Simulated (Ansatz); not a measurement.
# CdSe (F-43m) in Ansatz: settings compared

Aim: see how the results for CdSe move with the level of theory and the settings. Levels: PBE+D3(BJ)+ATM, PBEsol+D4, PBE+D4. Tasks: density of states, band structure, single point, equation of state.

Program: Ansatz 0.2.0. These are calculated values, not measurements. Logs are shortened: lines on timing, memory, paths and dates and some standing lists are left out, and cuts for length are marked.

## (1) The crystal as given

It takes space group F-43m (No. 216, cubic). The conventional cell has a = 6.141 Å, b = 6.141 Å, c = 6.141 Å, α = 90.00°, β = 90.00°, γ = 90.00°. Cd (site symmetry -43m) is surrounded by 4 Se at 2.66 Å. Se (site symmetry -43m) is surrounded by 4 Cd at 2.66 Å.

Measurements of this composition are mostly on another form, of space group No. 186.

## (2) Density of states, PBE+D3(BJ)+ATM, collinear spin, random start

Contents of input.yaml:

```yaml
crystal:
  lattice:
    - [0.0, 3.0702711986, 3.0702711986]
    - [3.0702711986, 0.0, 3.0702711986]
    - [3.0702711986, 3.0702711986, 0.0]
  atoms:
    - { symbol: Cd, position_ang: [0.0, 0.0, 0.0], spin: 0.05 }
    - { symbol: Se, position_ang: [1.5351355993, 1.5351355993, 1.5351355993] }
kpoints:
  mp_grid: { grid: [8, 8, 8] }
scf:
  occupations: { method: fermi_dirac, width: 0.025 }
hamiltonian:
  xc: pbe
  dispersion: d3bjatm
  pseudopotentials: { kind: all_electron, lapw: { basis_error: 0.001 } }
magnetization:
  spin_polarized: true
output:
  forces: true
  stress: true
  eigenvalues: true
  dos: { projected: false, de: 0.1, e_range: [-14, 6] }
```

Potentials or basis: all-electron LAPW, scalar-relativistic.

Started as:

```sh
ansatz run input.yaml --threads 1 --pin off --max-ram 2560MiB --backend cpu --events-out ev --progress --plain --runs-dir out
```

Log:

```text
Warning: RAYON_NUM_THREADS=1 ignored (pool sized by the plan → 1); use --threads N
LAPW: plane waves up to 8.361 Å⁻¹, error target 1.0e-3 eV per atom; small_component_spin mean_spin; Se in spheres of 1.276 Å, 24 of its electrons in bands, Dirac shells []; Cd in spheres of 1.383 Å, 20 of its electrons in bands, Dirac shells [] (how accurate: hamiltonian.pseudopotentials.lapw.basis_error, Limitations)
Engine: ansatz 0.2.0, x86_64-unknown-linux-gnu
Pseudopotentials: kind: all_electron
Pseudopotential: Cd, LAPW, valence charge 20, lapw/all_electron/scalar/gaussian/Cd, Koelling and Harmon's equation, gaussian nucleus
Pseudopotential: Se, LAPW, valence charge 24, lapw/all_electron/scalar/gaussian/Se, Koelling and Harmon's equation, gaussian nucleus
Functional definition: PBE
  parameter kappa = 0.804
  parameter beta = 0.06672455060314922
  exchange = pbe_x(kappa = kappa, mu = beta*pi^2/3)
  correlation = pbe_c(beta = beta)
Crystal: 2 atoms, lattice volume = 57.884 Å³
Basis set: ecut = 266.3427616617828 eV, 537 PW (Γ), exchange–correlation at level 2
Bands: 27, of which v1, the nominal top of the filled ones, is band 22 counted from 1 (21 counted from 0)
Symmetry: 24 space group operations
Space group: F-43m (ITA 216), of the structure as read, at distance tolerance 3.9e-5 Å
Magnetic group: BNS 216.74 (UNI 1576), of the structure as read, at distance tolerance 3.9e-5 Å
k-points: 29 of 512 (time reversal used)
Non-local potential: Cd, projectors of the file, none
Non-local potential: Se, projectors of the file, none
Initial density: superposition of atomic densities (chi_scale 0.1, normalization cell, long waves kept (reshape's long-wave potential 0.00 eV rms))
Starting moments: Σ|m| = 0.05 μB on 1 of 2 sites
Initial wavefunctions: plane waves of lowest kinetic energy (no species holds an atomic orbital)
Functional: x = pbe(κ = 0.804, μ = 0.2195149727645171), c = pbe(β = 0.06672455060314922)
iter 1 solved again at ethr=2.32e-3 eV; its pass at ethr=1.00e-1 eV (dr2=1.02e0 eV) is discarded
SCF iter   1: F=—  HF=-218363.329179 eV  |F-HF|=—  |Δ(HF+E_count)|=         —  Δρ=1.47e-2 (↑1.47e-2 ↓1.39e-2)  dr2=1.02e0  dr2_m=3.69e-4  M=0.000 μB ∫|m|=0.003 μB  β_m=0.30  ethr=2.32e-3  ⟨swp⟩=2.0  Hψ=9932  notcnv=0
preconditioner: auto → none  [insulator: Δε(μ)=1.051 eV  Ē_g=12.367 eV  σ=0.025 eV  W_gap=1.00  n_scr=14 (ndim 8)  ℏωp=20.7 eV  f_vac=0.228  D(μ)=0.00/eV (n_scr^D=0)  ε∞_Penn≈3.8]
SCF iter   2: F=—  HF=-218362.983064 eV  |F-HF|=—  |Δ(HF+E_count)|=   3.46e-1  Δρ=6.40e-3 (↑6.40e-3 ↓5.90e-3)  dr2=1.51e-1  dr2_m=1.85e-4  M=0.000 μB ∫|m|=0.002 μB  β_m=0.30  ethr=2.32e-3  ⟨swp⟩=2.0  Hψ=4760  notcnv=0  defer=2
SCF iter   3: F=—  HF=-218362.948924 eV  |F-HF|=—  |Δ(HF+E_count)|=   3.41e-2  Δρ=2.81e-3 (↑2.81e-3 ↓2.58e-3)  dr2=1.51e-2  dr2_m=9.25e-5  M=0.000 μB ∫|m|=0.002 μB  β_m=0.30  ethr=3.43e-4  ⟨swp⟩=2.1  Hψ=4765  notcnv=0
iter 4 solved again at ethr=2.47e-6 eV; its pass at ethr=3.44e-5 eV (dr2=1.09e-3 eV) is discarded
[... 14 lines left out ...]
SCF converged after 13 iterations
Magnetization: 0.0000 μB (22.0000 up, 22.0000 down)
Absolute magnetization: 0.0000 μB (∫|ρ↑−ρ↓|)
Spin contamination: 0.0000 ħ² per cell (⟨S²⟩ above its minimum at these occupations)
Per-site moments (μB) at R_I (Å): [(4.43734165855858e-7, 1.3830612495892047), (-8.722855149301267e-7, 1.2758715652849053)]
Free energy (F): -218362.948704 eV
Harris-Foulkes:  -218362.948704 eV  (|F-HF|=1.75e-10)
Internal energy: -218362.948704 eV  (E = F + TS)
E sigma→0 (E₀):  -218362.948704 eV
Entropy (-TS):   -0.000000 eV (-0.000 meV/atom)
Fermi energy:    8.034069 eV
--- Per-component energies (eV) ---
  E_band       = -2108.278888
  E_kinetic    = 227171.051153
  E_xc         = -6605.761542
  E_electrostatic = -438927.654364  (all electrons and nuclei)
  E_disp       = -0.583950  (pairwise vdW)
  E_smearing   = -0.000000  (= −TS)
  E_closure    = 0.000000  (closes the sum)
  E_atoms      = -218356.868614  (free atoms, spherical and without spin; not in F)
  Σ components = -218362.948704   (vs F -218362.948704, Δ=0.00e0)
  Basis errors (estimates in eV, not in F): energy 4.4e-4 per atom: plane waves 4.0e-4 (2.4e-4 summed), levels above the bands 8.9e-171, relativity 6.4e-8, radial functions 3.5e-5, core shells 5.6e-7; eigenvalues (radial functions only) 1.4e-6; not estimated: angular momenta, meshes, grids; target (lapw.basis_error) 1.0e-3; muffin-tin radii Se 1.276 Å, Cd 1.383 Å
--- Forces (eV/Å), atoms counted from 1 ---
  atom   1  Cd    -0.00000000     0.00000000    -0.00000000
  atom   2  Se     0.00000000    -0.00000000    -0.00000000
  max |Σ_I F_I| component: 3.70e-17 eV/Å
--- Stress (GPa, compression-positive) ---
       -0.480492       0.000000       0.000000
        0.000000      -0.480492       0.000000
        0.000000       0.000000      -0.480492
  P = ⅓ Tr σ = -0.4805 GPa (-4.805 kbar)
--- Band table (eV; the first three rows and the last of 58) ---
  k-point 0 ↑: bands = ["-199.1761", "-138.6424", "-138.6424", "-138.6424", "-93.8362", "-54.9033", "-54.9033", "-54.9033", "-38.8564", "-38.8564", "-38.8564", "-38.8535", "-38.8535", "-4.6907", "-0.0930", "-0.0930", "-0.0930", "0.2513", "0.2513", "7.7444", "7.7444", "7.7444", "8.2950", "13.6888", "13.6888", "13.6888", "17.4171"]
  k-point 1 ↑: bands = ["-199.1761", "-138.6424", "-138.6424", "-138.6424", "-93.8362", "-54.9034", "-54.9033", "-54.9033", "-38.8564", "-38.8564", "-38.8564", "-38.8535", "-38.8535", "-4.6404", "-0.0771", "-0.0771", "-0.0465", "0.2505", "0.2505", "6.5584", "7.6264", "7.6264", "9.2896", "13.4652", "13.8836", "13.8836", "18.0447"]
  k-point 2 ↑: bands = ["-199.1761", "-138.6424", "-138.6424", "-138.6424", "-93.8362", "-54.9034", "-54.9033", "-54.9033", "-38.8565", "-38.8564", "-38.8564", "-38.8535", "-38.8535", "-4.5176", "-0.0424", "-0.0424", "0.1085", "0.2534", "0.2534", "5.1566", "7.3651", "7.3651", "9.9909", "13.6580", "14.1913", "14.1913", "17.7936"]
  k-point 28 ↓: bands = ["-199.1761", "-138.6424", "-138.6424", "-138.6424", "-93.8362", "-54.9035", "-54.9035", "-54.9034", "-38.8565", "-38.8565", "-38.8564", "-38.8535", "-38.8534", "-4.2324", "0.0807", "0.0835", "0.2201", "0.2563", "0.6988", "3.8982", "5.6218", "5.6591", "12.6567", "12.9642", "14.1667", "15.3482", "18.0793"]
```

dos.tsv:

```text
# E-E_F[eV]	g_bin_mean(E)[states/eV]	N(E)	g_bin_mean_up(E)	g_bin_mean_dn(E)	N_up(E)	N_dn(E)
# format = ansatz-dos/2
# fermi_ev = 8.034069
# fermi_mp_grid = 8 8 8
# fermi_mp_shift = 0 0 0
# g_bin_mean(E): the states in a bin one row spacing wide, centred on E, divided by that spacing. States that the method places at a single energy (under output.dos.method: tetrahedron, those of a tetrahedron whose four corners have one energy) are counted whole in the row whose bin holds that energy (on the edge of two bins, in the lower row). The sum of g_bin_mean over a run of rows, times the row spacing, is the number of states from half a spacing under the first of them to half a spacing over the last (a plain sum, not the trapezoid rule).
-14.000000	0.000000e0	2.600000e1	0.000000e0	0.000000e0	1.300000e1	1.300000e1
-13.900000	0.000000e0	2.600000e1	0.000000e0	0.000000e0	1.300000e1	1.300000e1
-13.800000	0.000000e0	2.600000e1	0.000000e0	0.000000e0	1.300000e1	1.300000e1
-13.700000	0.000000e0	2.600000e1	0.000000e0	0.000000e0	1.300000e1	1.300000e1
-13.600000	0.000000e0	2.600000e1	0.000000e0	0.000000e0	1.300000e1	1.300000e1
-13.500000	0.000000e0	2.600000e1	0.000000e0	0.000000e0	1.300000e1	1.300000e1
[... 193 lines left out ...]
5.900000	4.919787e-1	4.799615e1	2.459901e-1	2.459886e-1	2.399808e1	2.399807e1
6.000000	8.640264e-1	4.804881e1	4.320170e-1	4.320094e-1	2.402440e1	2.402440e1
```

Wall time 50 s (1 thread of Intel Xeon Platinum 8259CL at 2.50GHz (Skylake/Cascade Lake), shared host); peak memory 0.45 GiB.

Results:

- Free energy: -218362.9487 eV
- Pressure: -0.5 GPa
- Band gap on the k mesh: 0.55 eV, direct
- Net moment: 0.00 μB per cell
- Absolute moment: 0.00 μB per cell

States per cell in windows of 1 eV (zero at the valence-band top; states under -8 eV left out):
| from (eV) | up | down |
| --- | --- | --- |
| -8.0 | 5.00 | 5.00 |
| -7.0 | 0.00 | 0.00 |
| -6.0 | 0.00 | 0.00 |
| -5.0 | 0.06 | 0.06 |
| -4.0 | 0.77 | 0.77 |
| -3.0 | 0.42 | 0.42 |
| -2.0 | 1.16 | 1.16 |
| -1.0 | 0.58 | 0.58 |
| 0.0 | 0.00 | 0.00 |
| 1.0 | 0.02 | 0.02 |
| 2.0 | 0.21 | 0.21 |
| 3.0 | 0.65 | 0.65 |
| 4.0 | 0.42 | 0.42 |
| 5.0 | 0.66 | 0.66 |

Caveat: the starting moments weren't kept.

## (3) Band structure, PBEsol+D4, spin-orbit coupling, no magnetisation

Contents of input.yaml:

```yaml
crystal:
  lattice:
    - [0.0, 3.0702711986, 3.0702711986]
    - [3.0702711986, 0.0, 3.0702711986]
    - [3.0702711986, 3.0702711986, 0.0]
  atoms:
    - { symbol: Cd, position: [0.0, 0.0, 0.0] }
    - { symbol: Se, position: [0.25, 0.25, 0.25] }
kpoints:
  mp_grid: { grid: [6, 6, 6] }
  band_path:
    path:
      - [0.0, 0.0, 0.0]
      - [0.5, 0.0, 0.5]
      - [0.5, 0.25, 0.75]
      - [0.375, 0.375, 0.75]
      - [0.0, 0.0, 0.0]
      - [0.5, 0.5, 0.5]
      - [0.625, 0.25, 0.625]
      - [0.5, 0.25, 0.75]
    npoints: 10
scf:
  occupations: { method: fixed }
hamiltonian:
  xc: pbesol
  dispersion: d4
  pseudopotentials: { kind: all_electron, lapw: { basis_error: 0.001 } }
magnetization:
  noncollinear: true
  spin_orbit: true
output:
  forces: true
  stress: true
  eigenvalues: true
```

Potentials or basis: all-electron LAPW, relativistic spinors.

Started as:

```sh
ansatz run input.yaml --threads 1 --pin off --max-ram 2560MiB --backend cpu --events-out ev --progress --plain --runs-dir out
```

Wall time 100 s (1 thread of Intel Xeon Platinum 8259CL at 2.50GHz (Skylake/Cascade Lake), shared host); peak memory 0.5 GiB.

It converged, with:

| Property | Result |
| --- | --- |
| Free energy | -218289.1088 eV |
| Pressure | -2.4 GPa |
| Band gap on the k mesh | 0.30 eV, direct |
| Band gap along the path | 0.30 eV, direct |

Levels at the corners of the path, in eV from the valence-band top:
```csv
point,band 41,band 42,band 43,band 44,band 45,band 46,band 47,band 48
Γ,0.00,0.00,0.00,0.00,0.30,0.30,5.46,5.46
X,-1.97,-1.97,-1.84,-1.84,2.94,2.94,3.54,3.54
W,-2.39,-2.24,-2.22,-2.21,4.64,4.83,4.97,5.01
K,-2.61,-2.52,-1.58,-1.57,3.48,3.49,4.84,4.94
Γ,0.00,0.00,0.00,0.00,0.30,0.30,5.46,5.46
L,-0.96,-0.96,-0.72,-0.72,2.13,2.13,6.15,6.15
U,-2.61,-2.52,-1.58,-1.57,3.48,3.49,4.84,4.94
W,-2.39,-2.24,-2.22,-2.21,4.64,4.83,4.97,5.01
```

## (4) Single point, PBE+D4, collinear spin, ferromagnetic start, 27.21 Å³/atom (volume scaled by 0.94)

Contents of input.yaml:

```yaml
crystal:
  lattice:
    - [0.0, 3.0075950161, 3.0075950161]
    - [3.0075950161, 0.0, 3.0075950161]
    - [3.0075950161, 3.0075950161, 0.0]
  atoms:
    - { symbol: Cd, position: [0.0, 0.0, 0.0], spin: 1.0 }
    - { symbol: Se, position: [0.25, 0.25, 0.25] }
kpoints:
  mp_grid: { grid: [8, 8, 8] }
scf:
  occupations: { method: fermi_dirac, width: 0.05 }
hamiltonian:
  xc: pbe
  dispersion: d4
  pseudopotentials: { kind: all_electron, lapw: { basis_error: 0.002 } }
magnetization:
  spin_polarized: true
  initial_magnetization: 1.0
  spin_locking: { lock_magnetization: hard }
output:
  forces: true
  stress: true
  eigenvalues: true
```

Potentials or basis: all-electron LAPW, scalar-relativistic.

Started as:

```sh
ansatz run input.yaml --threads 1 --pin off --max-ram 2560MiB --backend cpu --events-out ev --progress --plain --runs-dir out
```

Log:

```text
Warning: RAYON_NUM_THREADS=1 ignored (pool sized by the plan → 1); use --threads N
LAPW: plane waves up to 8.241 Å⁻¹, error target 2.0e-3 eV per atom; small_component_spin mean_spin; Se in spheres of 1.248 Å, 24 of its electrons in bands, Dirac shells []; Cd in spheres of 1.356 Å, 20 of its electrons in bands, Dirac shells [] (how accurate: hamiltonian.pseudopotentials.lapw.basis_error, Limitations)
[... 9 set-up lines as earlier in the session ...]
Crystal: 2 atoms, lattice volume = 54.411 Å³
Basis set: ecut = 258.72307118556046 eV, 531 PW (Γ), exchange–correlation at level 2
Bands: 27, of which v1, the nominal top of the filled ones, is band 22 counted from 1 (21 counted from 0)
[... 1 set-up line as earlier in the session ...]
Space group: F-43m (ITA 216), of the structure as read, at distance tolerance 3.8e-5 Å
Magnetic group: BNS 216.74 (UNI 1576), of the structure as read, at distance tolerance 3.8e-5 Å
k-points: 29 of 512 (time reversal used)
[... 3 set-up lines as earlier in the session ...]
Starting moments: Σ|m| = 1 μB on 1 of 2 sites
[... 2 set-up lines as earlier in the session ...]
iter 1 solved again at ethr=1.10e-3 eV; its pass at ethr=1.00e-1 eV (dr2=4.85e-1 eV) is discarded
SCF iter   1: F=—  HF=-218361.281754 eV  |F-HF|=—  |Δ(HF+E_count)|=         —  Δρ=2.55e-2 (↑2.55e-2 ↓8.29e-3)  dr2=4.86e-1  dr2_m=1.21e-1  M=1.000 μB ∫|m|=1.000 μB  β_m=0.30  ethr=1.10e-3  ⟨swp⟩=2.1  Hψ=9919  notcnv=0
preconditioner: auto → none  [metal: Δε(μ)=0.039 eV  Ē_g=12.162 eV  σ=0.050 eV  W_gap=0.19  n_scr=14 (ndim 8)  ℏωp=21.4 eV  f_vac=0.209  D(μ)=1.50/eV (n_scr^D=14)  sad-step TF]
SCF iter   2: F=—  HF=-218361.209011 eV  |F-HF|=—  |Δ(HF+E_count)|=   7.27e-2  Δρ=1.82e-2 (↑1.82e-2 ↓6.84e-3)  dr2=2.40e-1  dr2_m=6.60e-2  M=1.000 μB ∫|m|=1.000 μB  β_m=0.62  ethr=1.10e-3  ⟨swp⟩=2.0  Hψ=4756  notcnv=0
SCF iter   3: F=—  HF=-218361.265260 eV  |F-HF|=—  |Δ(HF+E_count)|=   5.62e-2  Δρ=3.86e-3 (↑3.86e-3 ↓1.72e-3)  dr2=3.31e-2  dr2_m=7.56e-4  M=1.000 μB ∫|m|=1.001 μB  β_m=0.56  ethr=5.46e-4  ⟨swp⟩=2.1  Hψ=4761  notcnv=0  defer=1
iter 4 solved again at ethr=6.88e-7 eV; its pass at ethr=7.52e-5 eV (dr2=3.03e-4 eV) is discarded
SCF iter   4: F=—  HF=-218361.216848 eV  |F-HF|=—  |Δ(HF+E_count)|=   4.84e-2  Δρ=5.64e-4 (↑5.02e-4 ↓5.64e-4)  dr2=3.03e-4  dr2_m=7.21e-6  M=1.000 μB ∫|m|=1.001 μB  β_m=0.68  ethr=6.88e-7  ⟨swp⟩=2.2  Hψ=8177  notcnv=0
SCF iter   5: F=—  HF=-218361.216966 eV  |F-HF|=—  |Δ(HF+E_count)|=   1.18e-4  Δρ=1.67e-4 (↑1.04e-4 ↓1.67e-4)  dr2=1.12e-5  dr2_m=4.85e-6  M=1.000 μB ∫|m|=1.001 μB  β_m=0.75  ethr=6.88e-7  ⟨swp⟩=3.0  Hψ=4837  notcnv=0
SCF iter   6: F=—  HF=-218361.216942 eV  |F-HF|=—  |Δ(HF+E_count)|=   2.39e-5  Δρ=4.91e-5 (↑4.91e-5 ↓2.00e-5)  dr2=5.09e-6  dr2_m=1.37e-7  M=1.000 μB ∫|m|=1.001 μB  β_m=0.64  ethr=2.54e-8  ⟨swp⟩=3.0  Hψ=5018  notcnv=0
SCF iter   7: F=—  HF=-218361.216936 eV  |F-HF|=—  |Δ(HF+E_count)|=   6.05e-6  Δρ=1.11e-5 (↑1.11e-5 ↓8.22e-6)  dr2=6.14e-8  dr2_m=3.12e-8  M=1.000 μB ∫|m|=1.001 μB  β_m=0.67  ethr=1.16e-8  ⟨swp⟩=2.4  Hψ=4518  notcnv=0
SCF iter   8: F=—  HF=-218361.216936 eV  |F-HF|=—  |Δ(HF+E_count)|=   2.77e-7  Δρ=4.80e-6 (↑4.80e-6 ↓2.49e-6)  dr2=9.91e-9  dr2_m=5.44e-9  M=1.000 μB ∫|m|=1.001 μB  β_m=0.82  ethr=1.40e-10  ⟨swp⟩=3.1  Hψ=4808  notcnv=0
SCF iter   9: F=-218361.216936 eV  HF=-218361.216936 eV  |F-HF|=2.91e-11  |Δ(HF+E_count)|=   5.80e-8  Δρ=1.06e-6 (↑1.06e-6 ↓2.62e-7)  dr2=9.76e-10  dr2_m=1.73e-10  M=1.000 μB ∫|m|=1.001 μB  ethr=2.25e-11  ⟨swp⟩=3.2  Hψ=4988  notcnv=0
SCF 1 converged in 9 iterations: F = -218361.216936 eV  dr2 = 9.76e-10
SCF converged after 9 iterations
Stability checked in part: among states of this total moment the steps that led to this state did not find it unstable. No probe was made; neither looks for a lower state of another moment (fixed_total_moment; see scf.lower_state_search)
Magnetization: 1.0000 μB (22.5000 up, 21.5000 down)
Absolute magnetization: 1.0006 μB (∫|ρ↑−ρ↓|)
Spin contamination: 0.0003 ħ² per cell (⟨S²⟩ above its minimum at these occupations)
Per-site moments (μB) at R_I (Å): [(0.19158883768304236, 1.356166995122788), (0.43286225761729824, 1.2484866543029156)]
Free energy (F): -218361.216936 eV
Harris-Foulkes:  -218361.216936 eV  (|F-HF|=2.91e-11)
Internal energy: -218361.205176 eV  (E = F + TS)
E sigma→0 (E₀):  -218361.211056 eV
Entropy (-TS):   -0.011760 eV (-5.880 meV/atom)
Fermi energy:    9.851435 (↑ 12.013290, ↓ 7.689580) eV
--- Per-component energies (eV) ---
  E_band       = -2083.666171
  E_kinetic    = 227177.241844
  E_xc         = -6605.725527
  E_electrostatic = -438932.050033  (all electrons and nuclei)
  E_disp       = -0.671459  (pairwise vdW)
  E_smearing   = -0.011760  (= −TS)
  E_closure    = 0.000000  (closes the sum)
  E_atoms      = -218356.868614  (free atoms, spherical and without spin; not in F)
  Σ components = -218361.216936   (vs F -218361.216936, Δ=0.00e0)
  Basis errors (estimates in eV, not in F): energy 8.2e-4 per atom: plane waves 7.8e-4 (4.7e-4 summed), levels above the bands 6.6e-58, relativity 5.2e-8, radial functions 3.3e-5, core shells 9.7e-7; eigenvalues (radial functions only) 2.2e-6; not estimated: angular momenta, meshes, grids; target (lapw.basis_error) 2.0e-3; muffin-tin radii Se 1.248 Å, Cd 1.356 Å
--- Forces (eV/Å), atoms counted from 1 ---
  atom   1  Cd    -0.00000000     0.00000000     0.00000000
  atom   2  Se     0.00000000    -0.00000000    -0.00000000
  max |Σ_I F_I| component: 9.25e-18 eV/Å
--- Stress (GPa, compression-positive) ---
        6.652019       0.000000      -0.000000
        0.000000       6.652019       0.000000
       -0.000000       0.000000       6.652019
  P = ⅓ Tr σ = 6.6520 GPa (66.520 kbar)
--- Band table (eV; the first three rows and the last of 58) ---
  k-point 0 ↑: bands = ["-198.8942", "-138.3651", "-138.3651", "-138.3651", "-93.1026", "-54.1629", "-54.1629", "-54.1629", "-38.5939", "-38.5939", "-38.5939", "-38.5900", "-38.5900", "-4.6660", "0.5230", "0.5230", "0.5230", "0.9830", "0.9830", "8.1819", "8.1819", "8.1819", "8.9984", "14.3717", "14.3717", "14.3717", "18.3001"]
  k-point 1 ↑: bands = ["-198.8942", "-138.3651", "-138.3651", "-138.3651", "-93.1026", "-54.1629", "-54.1629", "-54.1629", "-38.5939", "-38.5939", "-38.5939", "-38.5900", "-38.5900", "-4.6097", "0.5430", "0.5430", "0.5710", "0.9817", "0.9817", "7.0275", "8.0539", "8.0539", "9.9493", "14.1276", "14.5777", "14.5777", "18.7638"]
  k-point 2 ↑: bands = ["-198.8942", "-138.3651", "-138.3651", "-138.3651", "-93.1026", "-54.1630", "-54.1629", "-54.1629", "-38.5939", "-38.5938", "-38.5938", "-38.5900", "-38.5900", "-4.4715", "0.5870", "0.5870", "0.7403", "0.9843", "0.9843", "5.5441", "7.7695", "7.7695", "10.6887", "14.2883", "14.8933", "14.8933", "18.4713"]
  k-point 28 ↓: bands = ["-198.8429", "-138.3074", "-138.3074", "-138.3074", "-93.0480", "-54.1059", "-54.1058", "-54.1057", "-38.5144", "-38.5144", "-38.5143", "-38.5105", "-38.5105", "-3.6802", "0.8539", "0.8684", "1.0322", "1.0725", "1.5923", "4.5749", "6.3400", "6.3528", "13.9025", "14.0053", "15.3366", "16.3196", "19.5019"]
```

Run time: 21 s. Hardware: 1 thread of Intel Xeon Platinum 8488C (Sapphire Rapids), shared host; peak memory 0.4 GiB.

What came out:

```yaml
Free_energy: -218361.2169 eV
Pressure: 6.7 GPa
Absolute_moment: 1.00 μB per cell
Site_moments: Cd +0.19; Se +0.43 μB
```

Caveat: the total moment is fixed, so each spin has its own Fermi level.

## (5) Single point, PBE+D4, collinear spin, ferromagnetic start, 27.78 Å³/atom (volume scaled by 0.96)

input.yaml: that of step 4 with these lines changed.

```diff
@@ -2,5 +2,5 @@
   lattice:
-    - [0.0, 3.0075950161, 3.0075950161]
-    - [3.0075950161, 0.0, 3.0075950161]
-    - [3.0075950161, 3.0075950161, 0.0]
+    - [0.0, 3.0287759606, 3.0287759606]
+    - [3.0287759606, 0.0, 3.0287759606]
+    - [3.0287759606, 3.0287759606, 0.0]
   atoms:
```

Started as:

```sh
ansatz run input.yaml --threads 1 --pin off --max-ram 2560MiB --backend cpu --events-out ev --progress --plain --runs-dir out
```

It took 21 s on 1 thread of Intel Xeon Platinum 8488C (Sapphire Rapids), shared host; peak memory 0.42 GiB.

The run converged. Its results:

- Free energy: -218361.2604 eV
- Pressure: 5.4 GPa
- Absolute moment: 1.00 μB per cell
- Site moments: Cd +0.19; Se +0.44 μB

Caveat: the total moment is fixed, so each spin has its own Fermi level.

(Continued in part 2 of 2.)
